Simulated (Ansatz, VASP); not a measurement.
Os: VASP beside Ansatz

```
Os
1.0
     2.73914    0.00000    0.00000
    -1.36957    2.37217    0.00000
     0.00000    0.00000    8.81715
Os
4
Direct
  0.00000 0.00000 0.00000
  0.33333 0.66667 0.25000
  0.00000 0.00000 0.50000
  0.66667 0.33333 0.75000
```

Alike in both runs: functional PBE; k mesh 18 × 18 × 5; occupations gaussian, width 0.1 eV; no spin polarisation.

Ansatz relaxed the structure, and its values are those at the end. VASP's run is a single point on that final structure, the one shown.

|  | VASP | Ansatz |
| --- | --- | --- |
| version | VASP 6.6.1 | Ansatz 0.2.0 |
| potentials or method | VASP PAW PBE potentials, release 64 (Os) | scalar-relativistic, plane waves, PAW |
| plane-wave cutoff (eV) | 520 | 420 |
| valence electrons in the cell | 32 | 64 |

```tsv
	VASP	Ansatz	Ansatz less VASP
gap on the k mesh at the Fermi level (eV)	none	none	-
pressure (GPa)	-0.1	0.0	+0.14
```

A gap of «none» marks a metal or a gap that the smearing closes. The two sets of potentials don't hold the same shells in valence.

Spin-orbit coupling is left out, which matters for the levels of Os.
